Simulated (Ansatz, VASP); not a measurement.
# RbBr: VASP beside Ansatz

```
CELL_PARAMETERS angstrom
4.17884 0.00000 0.00000
0.00000 4.17884 0.00000
0.00000 0.00000 4.07017
ATOMIC_POSITIONS crystal
Rb 0.94046 0.00000 0.00000
Br 0.56368 0.50000 0.50000
```

Change from the starting cell: mode 4 frozen in at -0.259 Å, equal normal strain along x and y +0.0267.

Alike in both runs: task single point; functional PBEsol; k mesh 6 × 6 × 6; occupations gaussian, width 0.05 eV; no spin polarisation.

|  | VASP | Ansatz |
| --- | --- | --- |
| version | VASP 6.6.1 | Ansatz 0.2.0 |
| potentials or method | VASP PAW PBE potentials, release 64 (Rb_sv, Br) | scalar-relativistic, plane waves, PAW |
| plane-wave cutoff (eV) | 520 | 420 |
| valence electrons in the cell | 16 | 16 |

|  | VASP | Ansatz | Ansatz less VASP |
| --- | --- | --- | --- |
| gap on the k mesh at the Fermi level (eV) | 3.94 | 3.95 | +0.002 |
| least direct gap on the mesh (eV) | 3.99 | 3.99 | +0.001 |
| pressure (GPa) | 0.5 | 0.5 | -0.05 |
| largest component of the traceless stress (GPa) | 0.61 | 0.60 | -0.006 |
| rms of the force components (eV/Å) | 0.201 | 0.197 | -0.0040 |

Atom by atom the forces differ by 0.004 eV/Å (rms over components).

Caveats: the PAW data sets were made with another functional, which shifts forces and pressure a little (VASP). A k mesh can miss the band edges.
